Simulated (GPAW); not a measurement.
The system is Mn3Si.

```
Mn Si
1.0
     0.00000    2.86100    2.86100
     2.86100    0.00000    2.86100
     2.86100    2.86100    0.00000
Mn Si
3 1
Direct
  0.75000 0.75000 0.75000
  0.25000 0.25000 0.25000
  0.50000 0.50000 0.50000
  0.00000 0.00000 0.00000
```

```yaml
Program: GPAW 26.7.0
Task: relaxation of cell and atoms
Functional: PBEsol
Dispersion: D3
Potentials_or_basis: PAW data sets generated in the run's folder for this functional
Cutoff: 600 eV
Basis: pw
k_mesh: 6 × 6 × 6
Occupations: fermi-dirac, width 0.05 eV
Spin: collinear spin, ferromagnetic start
Starting_moments: "[4.0, 4.0, 4.0, 0.0] μB"
```

At the start: pressure -18.5 GPa; volume 11.71 Å³/atom.

Q: How do energy, volume and symmetry change on relaxing?

A: Over 4 steps the energy falls by 65.7 meV/atom and the volume is 10.67 Å³/atom (-8.9 %); space group Fm-3m (No. 225, to 0.05 Å); moment 1.09 μB per cell.

The path:
| step | energy change (eV) | largest force (eV/Å) | pressure (GPa) | volume (Å³) |
| --- | --- | --- | --- | --- |
| 1 | 0.0000 | 0.0000 | -18.48 | 46.84 |
| 2 | -0.0722 | 0.0000 | -16.16 | 46.16 |
| 3 | -0.2584 | 0.0000 | 2.65 | 42.17 |
| 4 | -0.2628 | 0.0000 | -0.27 | 42.67 |

Final structure:
```cif
data_structure
_symmetry_space_group_name_H-M 'P 1'
_symmetry_Int_Tables_number 1
_cell_length_a 3.9223
_cell_length_b 3.9223
_cell_length_c 3.9223
_cell_angle_alpha 60.000
_cell_angle_beta 60.000
_cell_angle_gamma 60.000
_cell_volume 42.67
loop_
_atom_site_label
_atom_site_type_symbol
_atom_site_fract_x
_atom_site_fract_y
_atom_site_fract_z
_atom_site_occupancy
Mn1 Mn 0.75000 0.75000 0.75000 1
Mn2 Mn 0.25000 0.25000 0.25000 1
Mn3 Mn 0.50000 0.50000 0.50000 1
Si1 Si 0.00000 0.00000 0.00000 1
```

Caveat: each step starts from the last one's moments, so a moment once lost doesn't come back; later steps reuse the first step's grids; pairwise dispersion overbinds metals, which lowers pressure and volume.
